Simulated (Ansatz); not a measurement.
# TlBr in Ansatz, settings compared

input.yaml:

```yaml
crystal:
  lattice:
    - [3.938673, 0.0, 0.0]
    - [0.0, 3.938673, 0.0]
    - [0.0, 0.0, 3.938673]
  atoms:
    - { symbol: Tl, position: [0.0, 0.0, 0.0] }
    - { symbol: Br, position: [0.5, 0.5, 0.5] }
  symmetry: { tolerance: 0.0003 }
kpoints:
  mp_grid: { grid: [5, 5, 5], shift: [0, 0, 0] }
magnetization:
  spin_polarized: false
scf:
  occupations: { method: fermi_dirac }
hamiltonian:
  pseudopotentials: { kind: paw }
  xc: r2scan
basis:
  ecutwfc: 500
output:
  forces: true
  stress: true
  eigenvalues: true
```

Launch command:

```bash
ansatz run input.yaml --threads 1 --pin off --max-ram 2560MiB --backend cpu --events-out ev --progress --plain --runs-dir out
```

Origin of the cell: a database entry, scaled a little.

The smearing width isn't typed, so it takes its default of 0.1 eV.

Output of this run (shortened):

```
Pseudopotentials: kind: paw
Pseudopotential: Tl, paw, valence charge 13, recommended cutoff 500 eV (meta_gga), Tl.paw.azcp
Pseudopotential: Br, paw, valence charge 7, recommended cutoff 500 eV (meta_gga), Br.paw.azcp
Functional definition: r2SCAN
  exchange = r2scan_x(k0 = k0, k1 = k1, a1 = a1)
  correlation = r2scan_c
Crystal: 2 atoms, lattice volume = 61.101 Å³
Basis set: ecut = 500 eV, 1551 PW (Γ), exchange–correlation on 120×120×120 points (64 copies of the dense FFT grid, shifted against one another)
Bands: 14, of which v1, the nominal top of the filled ones, is band 10 counted from 1 (9 counted from 0)
Symmetry: 48 space group operations
Space group: Pm-3m (ITA 221), of the structure as read, at distance tolerance 1.2e-3 Å
[… 7 lines left out …]
Initial density: superposition of atomic densities (neutral atoms: chi_scale 0, normalization atom), corrected by the library's trained network
Functional: x = r2scan, c = r2scan; τ floored in thin density (d = 2e-4 eV/Å³)
SCF iter   1: F=—  HF=-14253.380826 eV  Δρ=6.02e-3  dr2=2.15e-2  dr2_τ=4.02e-3
SCF iter   2: F=—  HF=-14253.376598 eV  Δρ=2.03e-3  dr2=2.75e-3  dr2_τ=3.30e-4
SCF iter   3: F=—  HF=-14253.376136 eV  Δρ=4.18e-4  dr2=1.35e-4  dr2_τ=6.82e-6
SCF iter   4: F=—  HF=-14253.376179 eV  Δρ=1.06e-4  dr2=5.58e-6  dr2_τ=3.05e-7
SCF iter   5: F=—  HF=-14253.376178 eV  Δρ=2.39e-5  dr2=6.01e-7  dr2_τ=6.64e-8
SCF iter   6: F=-14253.376178 eV  HF=-14253.376178 eV  Δρ=6.01e-6  dr2=1.89e-8  dr2_τ=1.51e-9
SCF 1 converged in 6 iterations: F = -14253.376178 eV  dr2 = 1.89e-8
SCF converged after 6 iterations
Free energy (F): -14253.376178 eV
Harris-Foulkes:  -14253.376178 eV  (|F-HF|=6.05e-9)
Internal energy: -14253.376178 eV  (E = F + TS)
E sigma→0 (E₀):  -14253.376178 eV
Entropy (-TS):   -0.000000 eV (-0.000 meV/atom)
Fermi energy:    6.528661 eV
--- Per-component energies (eV) ---
  E_band       = -45.919588
  E_kinetic    = 466.739452
  E_local      = -1203.303828  (includes V_loc(G=0)·N_el)
  E_nonlocal   = 388.135719
  E_hartree    = 421.607113
  E_xc         = -470.560853
  E_vxc        = -272.324935  (∫ρ·V_xc dr)
  E_paw        = -12459.413957  (= ΣΔE_a)
  E_vpaw       = -286.134080  (= ΣTr[D̂ρ^β])
  E_aug_tail   = 0.000015  (compensation charges beyond the density's cutoff)
  E_vtau       = 17.756592  (kinetic-family band-sum trace: ∫τ·v_τ [+ j·A + Jᵃ·Aᵃ] dr)
  E_ewald      = -1397.461405
  E_core_change = 0.881567  (= ΣΔE_core)
  E_smearing   = -0.000000  (= −TS)
  Σ components = -14253.376178   (vs F -14253.376178, Δ=0.00e0)
--- Forces (eV/Å), atoms counted from 1 ---
  atom   1  Tl    -0.000000    -0.000000     0.000000
  atom   2  Br     0.000000    -0.000000    -0.000000
  max |Σ_I F_I| component: 0.0 eV/Å
--- Stress (GPa, compression-positive) ---
        1.194553       0.000000       0.000000
        0.000000       1.194553       0.000000
        0.000000       0.000000       1.194553
  P = ⅓ Tr σ = 1.1946 GPa (11.946 kbar)
```

The same input was run again with these changes:

1. `scf.lower_state_search` default → standard
2. `scf.algorithm` default → density_mixing
3. `crystal.symmetry` { tolerance: 0.0003 } → { detect: false }
4. `scf.lower_state_search` default → light

| run | end | SCF iterations | P (GPa) | max force component (eV/Å) | moment (μB) | ΔE(σ→0) (meV/atom) |
| --- | --- | --- | --- | --- | --- | --- |
| base | converged | 6 | 1.19 | 0.000 | – | 0 |
| 1 | converged | 6 | 1.19 | 0.000 | – | 0.00 |
| 2 | converged | 6 | 1.19 | 0.000 | – | 0.00 |
| 3 | converged | 6 | 1.19 | 0.000 | – | 0.00 |
| 4 | converged | 6 | 1.19 | 0.000 | – | 0.00 |

Energies are compared only where functional, datasets, charge and starting cell are the same.

Caveats of the base run: no spin-orbit coupling, though heavy elements are present.

Time of the base run: 1.9 s on 1 thread of Intel(R) Xeon(R) Platinum 8375C CPU @ 2.90GHz (Ice Lake) (shared host), peak memory 0.46 GiB, from the program's own first density.
